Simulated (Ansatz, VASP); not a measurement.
# SnTe in VASP and in Ansatz

```xyz
2
Lattice="0.0000 3.1092 3.1565 3.1092 0.0000 3.1565 3.1092 3.1092 0.0000" Properties=species:S:1:pos:R:3 pbc="T T T"
Sn    0.0000    0.0000    0.0000
Te    3.1092    3.1092    3.1565
```

Change from the starting cell: strain -0.015 along x and y, +0.000 along z, atoms carried along.

Alike in both runs: task single point; functional PBE; k mesh 10 × 10 × 10; occupations gaussian, width 0.03 eV; no spin polarisation.

|  | VASP | Ansatz |
| --- | --- | --- |
| version | VASP 6.6.1 | Ansatz 0.2.0 |
| potentials or method | VASP PAW PBE potentials, release 64 (Sn_d, Te) | scalar-relativistic, plane waves, PAW |
| plane-wave cutoff (eV) | 520 | 420 |
| valence electrons in the cell | 20 | 30 |

```csv
,VASP,Ansatz,Ansatz less VASP
gap on the k mesh at the Fermi level (eV),0.19,0.19,-0.001
least direct gap on the mesh (eV),0.19,0.19,-0.001
pressure (GPa),3.6,3.6,+0.06
largest component of the traceless stress (GPa),1.47,1.47,-0.002
```

The two sets of potentials don't hold the same shells in valence.

Caveats: spin-orbit coupling is left out, which moves the levels of the heavy elements.
